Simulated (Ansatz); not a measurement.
# Ca(100) slab, 3 layers: from the cell to its phonons, part 3 of 3

Task: relax Ca(100) slab, 3 layers, then find its harmonic phonons.

Ansatz 0.2.0; DFT PBE, scalar-relativistic, plane waves, PAW.

So far. Step 3 (Relaxing to small forces for the phonons): The largest force component left is 0.38 meV/Å, within the tolerances set. Step 4 (Zone-centre response): Before it was imposed, the acoustic sum rule was missed by 6.2e-5 eV/Å². Small misses are needed for a sound result but don't prove that mesh and cutoff are converged. The lowest optical mode is real, 67.1 cm⁻¹.

**5. The dispersion**

Stability and thermal properties need the whole zone. Linear response on a 4×4×1 q mesh gives force constants as far as a supercell of that size would.

The input, input.yaml:

```yaml
crystal:
  lattice:
    - [2.6995633856, 2.6995633856, 0.0]
    - [-2.6995633856, 2.6995633856, 0.0]
    - [0.0, 0.0, 34.800026]
  atoms:
    - { symbol: Ca, position: [0.0, 0.0, 0.1869369891] }
    - { symbol: Ca, position: [0.5, 0.5, 0.2658043991] }
    - { symbol: Ca, position: [0.0, 0.0, 0.3446718091] }
  periodic: [true, true, false]
kpoints:
  mp_grid: { grid: [12, 12, 1] }
hamiltonian:
  xc: pbe
scf:
  occupations: { method: methfessel_paxton, width: 0.15 }
output:
  eigenvalues: true
phonons:
  method: dfpt
  qmesh: [4, 4, 1]
  temperatures: { t_max: 1000, t_step: 50 }
  qpath:
    path: [[0.0, 0.0, 0.0], [0.0, 0.5, 0.0], [0.5, 0.5, 0.0], [0.0, 0.0, 0.0]]
    npoints: 10
```

The run is started by

```console
ansatz run input.yaml --threads 8 --pin off --max-ram 14336MiB --backend cpu --events-out ev --progress --plain --runs-dir out
```

Numbers of over 12 decimals in the logs are rounded to 6 here.

The program printed:

```text
[...]
Crystal: 3 atoms, lattice volume = 507.220 Å³
Basis set: ecut = 420 eV, 9909 PW (Γ), exchange–correlation on 54×54×480 points (8 copies of the dense FFT grid, shifted against one another)
Bands: 19, of which v1, the nominal top of the filled ones, is band 15 counted from 1 (14 counted from 0)
Symmetry: 16 space group operations
k-points: 28 of 144 (irreducible under 8 space group operations)
[...]
SCF iter   1: F=—  HF=-5449.731411 eV  |F-HF|=—  |Δ(HF+E_count)|=         —  Δρ=1.30e-3  dr2=9.79e-2  ethr=1.77e-3  ⟨swp⟩=18.4  Hψ=11819  notcnv=0
[...]
SCF iter  10: F=-5449.721783 eV  HF=-5449.721783 eV  |F-HF|=2.55e-11  |Δ(HF+E_count)|=  4.20e-10  S|Δr|=    0.00e0  Δρ=9.64e-9  dr2=6.37e-13  ethr=1.00e-12  ⟨swp⟩=20.6  Hψ=4840  notcnv=0
SCF 1 converged in 10 iterations: F = -5449.721783 eV  dr2 = 6.37e-13
[...]
phonons: the bands overlap, so this run is a metal and interpolates without the dipole-dipole term. If the crystal is really an insulator or semiconductor, its LO-TO splitting is missing
NSCF: frozen V_eff on 28 k-points
[...]
DFPT response loops at q = (0, 0, 0) (fractional): preconditioner auto → none (partly filled bands, converged f_vac=0.684); β = 0.50; Broyden in place of MSR1
[...]
SCF converged after 10 iterations
[...]
Free energy (F): -5449.721783 eV
[...]
Internal energy: -5449.721337 eV  (E = F + TS)
E sigma→0 (E₀):  -5449.721671 eV
Entropy (-TS):   -0.000446 eV (-0.149 meV/atom)
Fermi energy:    -2.714091 eV
[...]
--- Band table (eV; the first three rows and the last of 28) ---
  k-point 0: bands = [... 11 lower, -25.4603, -6.4871, -5.5066, -4.1226, -2.4258, -2.1788, -2.0886, -1.7158 (-1.7158°), ... 4 higher]
  k-point 1: bands = [... 11 lower, -25.4598, -6.4052, -5.4284, -4.0500, -2.3948, -2.1442, -2.0782, -1.7113 (-1.7113°), ... 4 higher]
  k-point 2: bands = [... 11 lower, -25.4585, -6.1637, -5.1993, -3.8394, -2.3126, -2.1514, -1.9839, -1.7290, ... 4 higher]
  k-point 27: bands = [... 11 lower, -25.4991, -2.9991, -2.9403, -2.6372, -2.1956, -2.1956, -1.9714, -1.9714, ... 4 higher]
  ° read free of the cell's end (the report's vacuum.weakly_bound_levels)
--- Phonons (Γ-DFPT): 6 representative perturbations + reference (Σ response iterations 34) ---
  ASR residual: 1.928e-5 → 0.000e0 eV/Å²; symmetrization residual: 2.188e-6 eV/Å²
[...]
ASR residual per site (eV/Å²): 4.67e-6 1.93e-5 5.08e-6
  Γ frequencies (cm⁻¹): 0.00 0.00 0.00 67.10 67.10 88.32 115.12 115.12 154.27
--- Phonons (arbitrary-q DFPT): 6 irreducible q on the 4×4×1 mesh ---
  q = [0.0000, 0.0000, 0.0000] (star 1, of the zone-centre solve; hermiticity 1.87e-6, symmetrization 2.57e-13, taken by the last average 2.99e-7): 0.00 0.00 0.00 67.10 67.10 88.32 115.12 115.12 154.27
  q = [0.0000, 0.2500, 0.0000] (star 4, 6 solved perturbations in 684 linear systems a pass and spin channel, the states on 144 of 144 k-point pairs; hermiticity 3.90e-6, symmetrization 9.82e-9, taken by the last average 6.35e-7): 8.15 51.68 52.24 69.79 99.47 105.01 106.27 137.71 150.98
[...]
q = [0.2500, 0.2500, 0.0000] (star 4, 9 solved perturbations on 78 of 144 k-point pairs; hermiticity 2.94e-6, symmetrization 8.99e-9, taken by the last average 4.23e-7): 64.78 67.83 101.01 101.19 101.79 119.62 129.54 143.21 144.64
[...]
sum rule: each row above includes the acoustic sum rule's correction from the zone centre's row sums; it moved no ω² by more than (0.36 cm⁻¹)²
  mesh force constants: q→R imaginary residual 1.67e-18; ASR residual 1.928e-5 → 0.000e0 eV/Å²; symmetrization residual 6.661e-16 eV/Å²
  interpolated dispersion: 31 rows × 9 modes
  density of states and harmonic sums: on the 16×16×1 q-mesh, interpolated from the force constants of a 4×4×1 supercell (no non-analytic term)
  largest difference from the sums on the solved wave vectors: F 2.84e-2 eV, S 4.22e-5 and C_V 1.38e-5 eV/K
  zero-point energy: 0.058583 eV/cell   skipped modes (ω ≤ 0): 4, of them read as no rigid motion or as one in doubt: 1 (1.562e-2 modes/cell left out, lowest -0.67 cm⁻¹)   left out of the sums: 3.04e-3 of the cell's modes: C_V's classical limit lies that fraction below 3 k_B per atom; for a crystal, a wire or a layer, F and S can be off by more, and a phonons.interpolated_qmesh denser along its periods is the remedy for the sampling
```

Wall time 8.6 min (8 threads of Arm Neoverse V2, shared host); peak memory 4.1 GiB.

Numbers from this step:

```yaml
sum_rule_residual_before_enforcement: 1.93e-5 eV/Å²
lowest_frequency_on_the_path: -0.5814 cm⁻¹
highest_frequency_on_the_path_or_at_a_solved_wavevector: 171 cm⁻¹
lowest_mode_on_the_q_mesh_acoustic_modes_at_gamma_apart: 8.15 cm⁻¹
```

Frequencies (cm⁻¹) solved at each irreducible wavevector; negative means imaginary. Frequencies by wavevector, by row:

| q in reciprocal lattice units | star | mode 1 | mode 2 | mode 3 | mode 4 | mode 5 | mode 6 | mode 7 | mode 8 | mode 9 |
| --- | --- | --- | --- | --- | --- | --- | --- | --- | --- | --- |
| 0 0 0 | 1 | 0 | 0 | 0 | 67.1 | 67.1 | 88.3 | 115.1 | 115.1 | 154.3 |
| 0 0.25 0 | 4 | 8.2 | 51.7 | 52.2 | 69.8 | 99.5 | 105 | 106.3 | 137.7 | 151 |
| 0 -0.5 0 | 2 | 26.3 | 31.5 | 74.9 | 75.6 | 99.5 | 108 | 137.5 | 153.6 | 157.2 |
| 0.25 0.25 0 | 4 | 64.8 | 67.8 | 101 | 101.2 | 101.8 | 119.6 | 129.5 | 143.2 | 144.6 |
| 0.25 -0.5 0 | 4 | 75.8 | 96 | 110.9 | 114.2 | 118.3 | 120 | 152.8 | 153.6 | 160.9 |
| -0.5 -0.5 0 | 1 | 82 | 95.4 | 130 | 142.5 | 142.5 | 155.2 | 155.2 | 171 | 171 |

Interpolated from a 4×4×1 q mesh. Phonon branches along the path, in cm⁻¹:

| point | branch 1 | branch 2 | branch 3 | branch 4 | branch 5 | branch 6 | branch 7 | branch 8 | branch 9 |
| --- | --- | --- | --- | --- | --- | --- | --- | --- | --- |
| Γ | 0 | 0 | 0 | 67 | 67 | 88 | 115 | 115 | 154 |
| halfway | 8 | 52 | 52 | 70 | 100 | 105 | 106 | 138 | 151 |
| X | 26 | 32 | 75 | 76 | 100 | 108 | 138 | 154 | 157 |
| halfway | 76 | 96 | 111 | 114 | 118 | 120 | 153 | 154 | 161 |
| M | 82 | 95 | 130 | 142 | 142 | 155 | 155 | 171 | 171 |
| halfway | 65 | 68 | 101 | 101 | 102 | 120 | 130 | 143 | 145 |
| Γ | 0 | 0 | 0 | 67 | 67 | 88 | 115 | 115 | 154 |

The phonon branches as a text plot (rows in cm⁻¹):

```
    167 |                           ************
    160 |                *************       *****
    153 |************************************   ****     ********
    146 |         ***         ***     *  **  ***    *****
    139 |       **     *******      *****  *********   **
    132 |      *     **           **************  *****
    125 |    **     *             ****       *****     ****
    117 |****     *****        ***                *****  ********
    110 |  ****   **   ***********                **
    103 |      ***            ***                   *****
     96 |      *****   *************************         **
     89 |******     ***     *****               **     **     ***
     82 |            **   ****    **************  **   *******
     74 |  **     **********  ****              ****       ***
     67 |****  *****          *                     *******   ***
     60 |    ***            **
     53 |    ** **          **                           **
     46 |         **                                   **  ***
     39 |  **  *    ***   **                               ***
     32 |              *****                             **
     24 |    **      *****                                    **
     17 | ***       *                                      *****
     10 |       ****                                          **
      3 |*******                                                *
         Γ               X               M                      Γ
```

Tetrahedra on a 16×16×1 mesh, mean over bins of 2 cm-1. Interpolated from a 4×4×1 q mesh. Table of phonon density of states by wavenumber; read off at these points:

| wavenumber (cm⁻¹) | phonon density of states (1/cm⁻¹/cell) |
| --- | --- |
| -1.0 | 0.00253 |
| 5.0 | 0.00627 |
| 11.0 | 0.0077 |
| 17.0 | 0.0105 |
| 23.0 | 0.0172 |
| 29.0 | 0.0199 |
| 35.0 | 0.0216 |
| 41.0 | 0.0240 |
| 47.0 | 0.0328 |
| 53.0 | 0.0270 |
| 59.0 | 0.0343 |
| 65.0 | 0.0608 |
| 71.0 | 0.0861 |
| 75.0 | 0.0884 |
| 77.0 | 0.0766 |
| 83.0 | 0.0541 |
| 87.0 | 0.0773 |
| 93.0 | 0.0778 |
| 95.0 | 0.129 |
| 99.0 | 0.0616 |
| 105.0 | 0.0411 |
| 111.0 | 0.0732 |
| 115.0 | 0.121 |
| 117.0 | 0.0948 |
| 123.0 | 0.0737 |
| 129.0 | 0.0710 |
| 135.0 | 0.0600 |
| 141.0 | 0.0651 |
| 147.0 | 0.0943 |
| 153.0 | 0.194 |
| 159.0 | 0.0418 |
| 165.0 | 0.0247 |
| 171.0 | 0.00465 |

Symmetry leaves 6 wavevectors to solve. The lowest mode among them, the acoustic zeros apart, lies at q = (0, 0.25, 0) and is real, 8.2 cm⁻¹.

**6. What came out**

```json
{
 "space group after relaxation (within 0.01 Å)": "P4/mmm",
 "area per atom": "4.86 Å²",
 "electronic character": "no gap on this mesh",
 "highest optical mode at the zone centre (no LO-TO term)": "154 cm⁻¹",
 "lowest optical zone-centre mode": "67.1 cm⁻¹",
 "lowest mode on the q mesh (acoustic modes at Γ apart)": "8.2 cm⁻¹",
 "highest frequency on the path or at a solved wavevector": "171 cm⁻¹",
 "imaginary modes on the 4×4×1 q mesh": "none"
}
```

**Reading.** The structure is a minimum as far as tested: no mode is imaginary at the 6 irreducible wavevectors of the 4×4×1 mesh, and the softest away from the acoustic zeros lies at 8 cm⁻¹. The optical modes at Γ span 67 to 154 cm⁻¹. With no gap, or one that is small against the smearing, the frequencies hang on the k mesh and the smearing, most of all near Kohn anomalies. In a sheet or slab the interpolated bending branch near Γ is rough, since the rotational sum rule isn't imposed. The starting cell was built on a prototype and not taken from a measurement. These are harmonic frequencies at zero temperature: anharmonic shifts, linewidths and thermal expansion are left out.

[Logs are printed without paths, hosts, clocks, repeated set-up lines and the standing remarks that a program may print on its own settings, such as how far it seeks lower states.]

[Hosts, paths, dates, database ids (printed as entryN), source tags and the programs' standing remarks are cut or masked in the printed files.]
